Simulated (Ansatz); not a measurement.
A (111) slab of Al (Fm-3m (No. 225)), 5 planes, outer planes Al (top) and Al (bottom), with 5 atoms (Al5) in a surface cell of A = 6.982 Å², as cut from the bulk:

```yaml
crystal:
  lattice:
    - [2.83943, 0.00000, 0.00000]
    - [-1.41971, 2.45902, 0.00000]
    - [0.00000, 0.00000, 24.27353]
  atoms:
    - { symbol: Al, position: [0.66667, 0.33333, 0.30898] }
    - { symbol: Al, position: [0.33333, 0.66667, 0.40449] }
    - { symbol: Al, position: [0.00000, 0.00000, 0.50000] }
    - { symbol: Al, position: [0.66667, 0.33333, 0.59551] }
    - { symbol: Al, position: [0.33333, 0.66667, 0.69102] }
```

Method: DFT PBEsol, scalar-relativistic, plane waves, PAW (Ansatz). Plane waves to 420 eV, a k mesh through Γ of 12×12×1 on the computed 5-atom cell and Gaussian smearing (0.10 eV); no spin polarisation.

Against the same 5 atoms in the bulk, the slab as cut lies 0.858 eV higher and the relaxed slab 0.854 eV higher.

**Question.** Work out the surface energy before and after relaxation.

**Answer.** The slab has two faces, so γ = (E_slab − N·E_bulk)/(2A), the mean of both. As cut: 0.858/(2 × 6.982) = 0.0614 eV/Å², and 1 eV/Å² = 16.02 J/m², so γ = 0.98 J/m². Relaxed: 0.854/(2 × 6.982) = 0.0612 eV/Å² = 0.98 J/m². Relaxation recovers 0.5 % of the cost of cutting.

**Question.** A cut through this plane breaks about 3 nearest-neighbour bonds a surface cell. What does each broken bond cost, before relaxation?

**Answer.** One cut makes two faces and costs 2γA = 0.858 eV, shared by 3 bonds: 0.29 eV a bond. In a metal this is less than the cohesive energy a bond, since the bonds that remain at the surface strengthen.

**Question.** What is the ideal work of this cut, per area?

**Answer.** Griffith's ideal work is 2γ: 1.97 J/m² if the new faces stay rigid, 1.96 J/m² if they relax. One thickness was run, 5 planes, so γ can still shift with it.